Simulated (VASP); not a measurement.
GaSb:

```
Sb Ga
1.0
     0.00000    3.05900    3.05900
     3.05900    0.00000    3.05900
     3.05900    3.05900    0.00000
Sb Ga
1 1
Cartesian
  4.5885 4.5885 4.5885
  0.0000 0.0000 0.0000
```

```yaml
Program: VASP 6.6.1
Task: relaxation of cell and atoms
Functional: rev-vdW-DF2
Potentials_or_basis: VASP PAW PBE potentials, release 64 (Sb, Ga_d)
Cutoff: 600 eV
k_mesh: 8 × 8 × 8
Occupations: fermi-dirac, width 0.05 eV
Spin: no spin polarisation
```

At the start: pressure 1.4 GPa; volume 28.62 Å³/atom.

Problem. How do energy, volume and symmetry change on relaxing?

Solution. Over 3 steps the energy falls by 3.4 meV/atom and the volume is 29.43 Å³/atom (+2.8 %); space group F-43m (No. 216, to 0.05 Å).

The path:
```csv
step,energy change (eV),largest force (eV/Å),pressure (GPa),volume (Å³)
1,0.0000,0.0000,1.37,57.25
2,-0.0063,0.0000,-0.35,59.31
3,-0.0068,0.0000,0.00,58.86
```

Final structure:
```
Sb Ga
1.0
     0.00000    3.08748    3.08748
     3.08748    0.00000    3.08748
     3.08748    3.08748    0.00000
Sb Ga
1 1
Cartesian
  4.6312 4.6312 4.6312
  0.0000 0.0000 0.0000
```

Caveat: the PAW data sets were made with another functional, which shifts forces and pressure a little.
